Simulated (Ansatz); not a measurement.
# NiO (P4_2/mmc) in Ansatz: single point with PBE

Aim: the single point of NiO with PBE.

All numbers are computed with Ansatz 0.2.0; they aren't measurements. Logs are shortened: lines on timing, memory, paths and dates and some standing lists are left out, and cuts for length are marked.

**1. Starting point**

Symmetry: P4_2/mmc, No. 131, tetragonal system. Conventional cell: a = 3.358 Å, b = 3.358 Å, c = 4.180 Å, α = 90.00°, β = 90.00°, γ = 90.00°. Around Ni (site symmetry mmm) lie 4 O at 1.98 Å. O (site symmetry -4m2) has 4 Ni at 1.98 Å and 2 O at 2.09 Å as nearest neighbours.

Measurements of this composition are mostly on another form, of space group No. 225.

**2. Single point, PBE, collinear spin, ferromagnetic start**

File input.yaml:

```yaml
crystal:
  lattice:
    - [3.35778711, 0.0, 0.0]
    - [0.0, 3.35778711, 0.0]
    - [0.0, 0.0, 4.18045281]
  atoms:
    - { symbol: Ni, position: [0.0, 0.5, 0.0], spin: 2.5 }
    - { symbol: Ni, position: [0.5, 0.0, 0.5], spin: 2.5 }
    - { symbol: O, position: [0.0, 0.0, 0.25] }
    - { symbol: O, position: [0.0, 0.0, 0.75] }
hamiltonian:
  xc: pbe
  pseudopotentials: { kind: paw }
magnetization:
  spin_polarized: true
kpoints:
  mp_grid: { grid: [8, 8, 7] }
scf:
  occupations: { method: fermi_dirac, width: 0.05 }
output:
  forces: true
  stress: true
  eigenvalues: true
```

Potentials or basis: Ansatz PAW.

Run with:

```
$ ansatz run input.yaml --threads 2 --pin off --max-ram 5120MiB --backend cpu --events-out ev --progress --plain --runs-dir out
```

What it wrote:

```text
Warning: where an SCF of this run starts from atoms to list the orders of its open shells, Ni (sites 0, 1, from 0) starts with 2.00 μB on its 3d shell, in the place of the 2.50 μB that the deck gives it: its open shells can hold no more by Hund's first rule. To start from spheres of the given moment, type scf.initial_density.shell_occupations: []
Warning: RAYON_NUM_THREADS=2 ignored (pool sized by the plan → 2); use --threads N
Engine: ansatz 0.2.0, aarch64-unknown-linux-gnu
Pseudopotentials: kind: paw
Pseudopotential: Ni, paw, valence charge 18, recommended cutoff 420 eV (normal), Ni.paw.azcp
Pseudopotential: O, paw, valence charge 6, recommended cutoff 420 eV (normal), O.paw.azcp
Functional definition: PBE
  parameter kappa = 0.804
  parameter beta = 0.06672455060314922
  exchange = pbe_x(kappa = kappa, mu = beta*pi^2/3)
  correlation = pbe_c(beta = beta)
Crystal: 4 atoms, lattice volume = 47.133 Å³
Basis set: ecut = 420 eV, 909 PW (Γ), exchange–correlation on 48×48×60 points (8 copies of the dense FFT grid, shifted against one another)
Bands: 32, of which v1, the nominal top of the filled ones, is band 24 counted from 1 (23 counted from 0)
Symmetry: 16 space group operations
Space group: P42/mmc (ITA 131), of the structure as read, at distance tolerance 3.6e-5 Å
Magnetic group: BNS 131.435 (UNI 1095), of the structure as read, at distance tolerance 3.6e-5 Å
k-points: 60 of 448
Non-local potential: Ni, projectors of the file, l = 0: 3, l = 1: 2, l = 2: 3, l = 3: 1
Non-local potential: O, projectors of the file, l = 0: 2, l = 1: 2, l = 2: 1
PAW form: soft (Blöchl's): semilocal exchange-correlation on the pseudo side does not see the compensation charge
PAW one-centre angular grid: Ni, 590 points (default); XC on 64 Gauss nodes
PAW one-centre angular grid: O, 110 points (default); XC on 64 Gauss nodes
Initial density: superposition of atomic densities (chi_scale 0.1, normalization cell, long waves kept (reshape's long-wave potential 0.02 eV rms))
Starting moments: Σ|m| = 5 μB on 2 of 4 sites
Initial wavefunctions: pseudopotential atomic-orbital guess
Functional: x = pbe(κ = 0.804, μ = 0.2195149727645171), c = pbe(β = 0.06672455060314922)
SCF iter   1: F=—  HF=-12809.905128 eV  |F-HF|=—  |Δ(HF+E_count)|=         —  Δρ=3.02e-1 (↑9.96e-2 ↓3.02e-1)  dr2=2.84e1  dr2_m=1.36e1  M=0.221 μB ∫|m|=0.393 μB  β_m=0.30  ethr=3.10e-3  ⟨swp⟩=5.8  Hψ=14148  notcnv=0
[... 19 lines left out ...]
WARN: the starting moments were not kept: the SCF closed with an absolute magnetisation of 1.0e-5 μB, where they sum to 5 μB in size (2 sites). That is at most 0.1 of that sum. Measured as dr2_m measures the in/out step, that magnetisation stands 1.0e-10 eV from none, at or under the dr2_threshold of 1.0e-7 eV: it is no larger than a step whose dr2_m would equal this threshold. The system may hold no moment; this SCF shows only that its start led to no more than that. To try another start: raise the starting moments (crystal.atoms[].spin, magnetization.per_species, magnetization.initial_magnetization, or on a non-collinear deck that types none of these the spinor_matrix: blocks that start its atoms; where the total moment is fixed, keep their sum and leave initial_magnetization as it is; typed ones take the place of any that the run laid by itself, positive ones on a crystal's lanthanoids without a Hubbard term where scf.initial_density.shell_occupations: [] is typed) or, if the notice of its spin-set hold's release reads "site moments contracting" or "site moments show no strong build", lengthen the hold (scf.mixing.spin_hold: { on: { confirm: 4 } }; for m-r²SCAN on two components see the key's manual first). Each may lead to a state that holds a moment. A second SCF, from the converged charge density, with the starting moments and any scf.initial_density.shell_occupations laid on it anew, would have followed, and was not run: the deck does not ask for one (magnetization.retry_lost_moments is false, the default). To let it run, set magnetization.retry_lost_moments: true and run the deck again, where that key's refused combinations let it; where memory then withholds it, that run's warning says so.
SCF converged after 15 iterations
Magnetization: -0.0000 μB (24.0000 up, 24.0000 down)
Absolute magnetization: 0.0000 μB (∫|ρ↑−ρ↓|, with the PAW one-centre terms)
Spin contamination: 0.0000 ħ² per cell (⟨S²⟩ above its minimum at these occupations)
Per-site moments (μB) at R_I (Å): [(-4.116468728538497e-6, 0.8157645278779053), (-4.116468728553703e-6, 0.8157645278779053), (7.397850042975258e-7, 0.8157645278779053), (7.397850042907865e-7, 0.8157645278779053)]
Free energy (F): -12810.605184 eV
Harris-Foulkes:  -12810.605184 eV  (|F-HF|=6.18e-11)
Internal energy: -12810.577747 eV  (E = F + TS)
E sigma→0 (E₀):  -12810.591466 eV
Entropy (-TS):   -0.027437 eV (-6.859 meV/atom)
Fermi energy:    9.771984 eV
--- Per-component energies (eV) ---
  E_band       = -853.331827
  E_kinetic    = 903.353298
  E_local      = -9338.745842  (includes V_loc(G=0)·N_el)
  E_nonlocal   = 1379.217885
  E_hartree    = 3867.048436
  E_xc         = -310.600738
  E_vxc        = -398.208311  (∫ρ·V_xc dr)
  E_paw        = -3581.485361  (= ΣΔE_a)
  E_vpaw       = -1133.051674  (= ΣTr[D̂ρ^β])
  E_aug_tail   = 0.006048  (compensation charges beyond the density's cutoff)
  E_ewald      = -5729.371472
  E_smearing   = -0.027437  (= −TS)
  E_closure    = 0.000000  (closes the sum)
  Σ components = -12810.605184   (vs F -12810.605184, Δ=0.00e0)
--- Forces (eV/Å), atoms counted from 1 ---
  atom   1  Ni     0.00000000     0.00000000    -0.00000000
  atom   2  Ni     0.00000000    -0.00000000    -0.00000000
  atom   3  O      0.00000000     0.00000000     0.00000000
  atom   4  O     -0.00000000     0.00000000    -0.00000000
  max |Σ_I F_I| component: 1.70e-28 eV/Å
--- Stress (GPa, compression-positive) ---
      -26.520366      -0.000000      -0.000000
       -0.000000     -26.520366      -0.000000
       -0.000000      -0.000000      21.954688
  P = ⅓ Tr σ = -10.3620 GPa (-103.620 kbar)
--- Band table (eV; the first three rows and the last of 120) ---
  k-point 0 ↑: bands = ["-93.1204", "-93.1191", "-53.9606", "-53.9606", "-53.6772", "-53.6657", "-52.9374", "-52.9374", "-10.7507", "-7.7113", "1.5096", "4.5309", "4.5309", "4.8697", "4.8697", "6.8628", "8.2996", "8.5514", "8.7437", "8.9888", "9.0304", "9.0304", "9.7733", "10.2015", "11.4332", "11.4332", "11.6384", "16.6805", "18.6657", "20.2583", "22.1580", "22.1580"]
  k-point 1 ↑: bands = ["-93.1204", "-93.1192", "-53.9606", "-53.9606", "-53.6766", "-53.6663", "-52.9374", "-52.9374", "-10.6424", "-7.9382", "1.9090", "4.3816", "4.3816", "5.0429", "5.0429", "6.9658", "8.3227", "8.5660", "8.5727", "8.9669", "9.0673", "9.0673", "9.6874", "9.7614", "11.3194", "11.3194", "11.9243", "15.6832", "19.3041", "21.1116", "22.2700", "22.2700"]
  k-point 2 ↑: bands = ["-93.1202", "-93.1194", "-53.9606", "-53.9606", "-53.6751", "-53.6679", "-52.9374", "-52.9374", "-10.3247", "-8.5008", "2.9752", "4.1984", "4.1984", "5.2824", "5.2824", "7.1197", "7.8463", "8.3541", "8.6328", "8.9056", "9.1698", "9.1698", "9.3000", "9.4509", "11.0472", "11.0472", "12.3650", "14.3964", "19.8221", "22.4445", "22.5668", "22.5668"]
  k-point 59 ↓: bands = ["-93.1195", "-93.1195", "-53.9663", "-53.9639", "-53.6709", "-53.6709", "-52.9405", "-52.9388", "-9.4202", "-8.9282", "3.8075", "3.8075", "4.5173", "4.5173", "5.1164", "6.2015", "8.2785", "8.3470", "8.3470", "8.4898", "9.4281", "9.4281", "9.4348", "9.6662", "9.6662", "9.8318", "13.5789", "15.0097", "19.3760", "19.3760", "19.7639", "19.7639"]
```

Wall time 8 s (2 threads of Arm Neoverse V2, shared host); peak memory 0.43 GiB.

What came out:

| Quantity | Value |
| --- | --- |
| Free energy | -12810.6052 eV |
| Pressure | -10.4 GPa |
| Band gap on the k mesh | none (metal or under the smearing width) |
| Net moment | 0.00 μB per cell |
| Absolute moment | 0.00 μB per cell |

Caveat: the starting moments collapsed, and a magnetic state may lie lower; the pressure holds a Pulay correction of +0.6 GPa for the finite cutoff; semilocal functionals often make such compounds metallic where correlation or magnetic order opens a gap, which also shifts bond lengths; the starting moments weren't kept. With open d or f shells a metallic result of PBE can be an artefact of self-interaction; +U or a hybrid may open a gap.
